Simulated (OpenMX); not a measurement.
## HfN in OpenMX: the effect of volume scale

Crystal: HfN.

```xyz
2
Lattice="0.0000 2.1619 2.1619 2.1619 0.0000 2.1619 2.1619 2.1619 0.0000" Properties=species:S:1:pos:R:3 pbc="T T T"
Hf    0.0000    0.0000    0.0000
N     2.1619    2.1619    2.1619
```

Alike in all runs:

| Property | Result |
| --- | --- |
| Program | OpenMX 3.8.5 |
| Task | single point |
| Functional | PBE |
| Potentials or basis | OpenMX 2013 PBE set, Hf7.0-s3p2d2f1, N6.0-s2p2d1, grid cutoff 400 Ry |
| k mesh | 7 × 7 × 7 |
| Occupations | fermi-dirac, width 0.05 eV |
| Spin | no spin polarisation |

| volume scale | pressure (GPa) |
| --- | --- |
| 0.88 | 53.9 |
| 0.92 | 34.6 |
| 0.96 | 18.5 |
| 1 | ? |
| 1.04 | -5.0 |
| 1.08 | -13.8 |

Problem. What does the run with volume scale 1 give?

Solution. Pressure 5.4 GPa.

Worked out: A parabola through the other rows of the pressure, of slope -302 GPa per unit of volume scale there, gives 5.2 GPa, against the run's 5.4.

Caveats: the basis of atomic orbitals isn't converged, which shifts pressures, moduli and gaps.
